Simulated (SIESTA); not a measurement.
CsPbBr3:

```xyz
5
Lattice="5.8700 0.0000 0.0000 0.0000 5.8700 0.0000 0.0000 0.0000 5.8700" Properties=species:S:1:pos:R:3 pbc="T T T"
Pb    2.9350    2.9350    2.9350
Cs    0.0000    0.0000    0.0000
Br    2.9350    2.9350    0.0000
Br    2.9350    0.0000    2.9350
Br    0.0000    2.9350    2.9350
```

Measurements of this composition are mostly on another form, of space group No. 62.

- Program: SIESTA 5.4.2
- Task: single point
- Functional: PBEsol
- Potentials or basis: PseudoDojo 0.4 standard (PBEsol files)
- Basis: DZP (energy shift 0.003 Ry; two zetas on semicore shells; d shell added on Cs)
- Grid cutoff: 500 Ry
- Energy shift: 0.003 Ry
- k mesh: 5 × 5 × 5
- Occupations: fermi-dirac, width 0.05 eV
- Spin: no spin polarisation

On this cell: pressure 0.2 GPa; largest force zero by symmetry; band gap on the k mesh 2.60 eV, direct.

The same run follows on a disturbed copy (atoms moved at random, drawn with an rms of 0.05 Å):

```
Pb Cs Br
1.0
     5.87000    0.00000    0.00000
     0.00000    5.87000    0.00000
     0.00000    0.00000    5.87000
Pb Cs Br
1 1 3
Cartesian
  2.9140 2.8968 2.9329
  -0.0197 -0.0057 -0.0330
  2.9731 2.9872 -0.0671
  2.9588 0.0182 2.9586
  0.0363 2.8839 2.9004
```

Problem. What does the disturbed cell give?

Solution. The energy moves by +3.0 meV/atom; pressure 0.3 GPa; largest force 0.286 eV/Å; band gap on the k mesh 2.53 eV, direct.

Forces in eV/Å, atoms in the order of the input:
```
Pb   0.154  0.156 -0.184
Cs  -0.007 -0.002 -0.007
Br   0.010  0.009  0.213
Br   0.010 -0.166 -0.010
Br  -0.168  0.005 -0.012
```

Caveats: spin-orbit coupling is left out, which as a rule narrows the gap of such compounds by several tenths of an eV; an odd mesh through Γ misses points on the zone boundary, where band edges often lie; the basis of atomic orbitals isn't converged, which shifts pressures, moduli and gaps.
